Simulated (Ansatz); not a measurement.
# TiC (rocksalt type): the cost of one run

Program: Ansatz 0.2.0. Level of theory: DFT, PBE, PAW with Ansatz's default frozen-core files, scalar-relativistic. These are calculated values, not measurements.

**1. Starting point**

Symmetry: Fm-3m, No. 225, cubic system. The conventional cell has a = 4.309 Å, b = 4.309 Å, c = 4.309 Å, α = 90.00°, β = 90.00°, γ = 90.00°. Around Ti (site symmetry m-3m) lie 6 C at 2.15 Å. Around C (site symmetry m-3m) lie 6 Ti at 2.15 Å.

Structure file:

```cif
data_structure
_symmetry_space_group_name_H-M 'P 1'
_symmetry_Int_Tables_number 1
_cell_length_a 3.0468
_cell_length_b 3.0468
_cell_length_c 3.0468
_cell_angle_alpha 60.000
_cell_angle_beta 60.000
_cell_angle_gamma 60.000
_cell_volume 20.00
loop_
_atom_site_label
_atom_site_type_symbol
_atom_site_fract_x
_atom_site_fract_y
_atom_site_fract_z
_atom_site_occupancy
Ti1 Ti 0.00000 0.00000 0.00000 1
C1 C 0.50000 0.50000 0.50000 1
```

Atoms are numbered in the order of the input: Ti1, C2.

**2. Cell relaxed at zero pressure, PAW**

input.yaml reads:

```yaml
crystal:
  lattice:
    - [0.0, 2.15443469, 2.15443469]
    - [2.15443469, 0.0, 2.15443469]
    - [2.15443469, 2.15443469, 0.0]
  atoms:
    - { symbol: Ti, position: [0.0, 0.0, 0.0] }
    - { symbol: C, position: [0.5, 0.5, 0.5] }
kpoints:
  mp_grid: { grid: [16, 16, 16] }
scf:
  occupations: { method: fermi_dirac, width: 0.05 }
hamiltonian:
  xc: pbe
  pseudopotentials: { kind: paw }
output:
  forces: true
  stress: true
relax:
  f_tol: 0.005
  max_steps: 40
  cell: {}
```

Launch:

```bash
$ ansatz run input.yaml --threads 1 --pin off --max-ram 3584MiB --backend cpu --events-out ev --progress --plain --runs-dir out
```

**Question.** How long does this run take on 1 thread of Arm Neoverse V1, shared host, and how much memory does it need?

About 9 s, with a peak of 0.33 GiB.
